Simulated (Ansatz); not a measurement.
Calculated quadrupolar parameters for SnS2 under strain

The cell is a COD entry, relaxed with PBE at fixed cell and then changed (z compressed by 3 %, ions relaxed).

```
Sn S
1.0
     3.60500    0.00000    0.00000
    -1.80250    3.12202    0.00000
     0.00000    0.00000    5.29620
Sn S
1 2
Direct
  0.00000 0.00000 0.00000
  0.66667 0.33333 0.72250
  0.33333 0.66667 0.27750
```

Sites (sets of like atoms) are named by element and the number of their first atom in this list.

Computed with Ansatz: DFT, PBE, plane waves and PAW, scalar-relativistic, 420 eV cutoff, Γ-centred 14×14×8 k-points, Fermi–Dirac smearing 0.02 eV.

C_Q = eQV_zz/h, which is 24.18 MHz for Q = 1 b and V_zz = 10²¹ V/m²; η = (V_xx − V_yy)/V_zz. ν_Q = 3|C_Q|/[2I(2I − 1)].

³³S: I = 3/2, Q = -69.40 mb. Q values from Pyykkö, Mol. Phys. 116, 1328 (2018).

```
site  atoms (order as listed)     first shell  C_Q (MHz)     η  ν_Q (MHz)
   S                     2, 3  3 Sn at 2.55 Å       6.09  0.00       3.05
```

An axis of threefold or higher order runs through S, so V_zz lies along it and η is zero.

Sn has no stable isotope with a ground-state quadrupole moment in the table, so these sites are left out.

Without spin–orbit coupling (the program notes it for Sn) the gradients can shift somewhat, as the gap is small. At this changed cell the PBE pressure is 9 GPa.

The relaxation (3 steps) took 18 s of wall time (18 s of CPU time) and 0.56 GiB at its peak, on 1 thread of Intel Xeon 6975P-C (Granite Rapids) (x86_64; 16 cores open to the job, memory cap 3.0 GiB, no GPU), a shared host with a load of 0.6 a core.
